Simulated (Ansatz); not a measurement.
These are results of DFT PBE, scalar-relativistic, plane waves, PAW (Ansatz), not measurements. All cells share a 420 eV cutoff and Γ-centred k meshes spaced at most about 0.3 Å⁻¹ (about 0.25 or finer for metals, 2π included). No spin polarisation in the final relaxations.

All energies are static (0 K, no zero-point motion).

Compare these two cells of TaN, each relaxed at this level.

A.

```
Ta N
1.0
     0.00000    2.20854    2.20854
     2.20854    0.00000    2.20854
     2.20854    2.20854    0.00000
Ta N
1 1
Direct
  0.00000 0.00000 0.00000
  0.50000 0.50000 0.50000
```

B.

```
Ta N
1.0
     2.95021    0.00000    0.00000
    -1.47510    2.55496    0.00000
     0.00000    0.00000    2.89776
Ta N
1 1
Direct
  0.33333 0.66667 0.50000
  0.00000 0.00000 0.00000
```

**Question.** Which is lower in energy, and by how much?

**Answer.** B is lower, by 0.31 eV/atom. A has the rock salt type, space group Fm-3m (No. 225), 10.8 Å³/atom and no gap on its mesh; B has the tungsten carbide type, space group P-6m2 (No. 187), 10.9 Å³/atom and no gap. Counting N atoms around Ta (those within 1.25 times the shortest such distance or 1.15 times the sum of covalent radii, 1.27 where that leaves under three), A and B both have Ta 6. Origin: A was invented; B is a cell as deposited in COD, relaxed.

These runs have no spin–orbit coupling, which can matter for Ta. Cells relaxed within their symmetry can be saddle points.
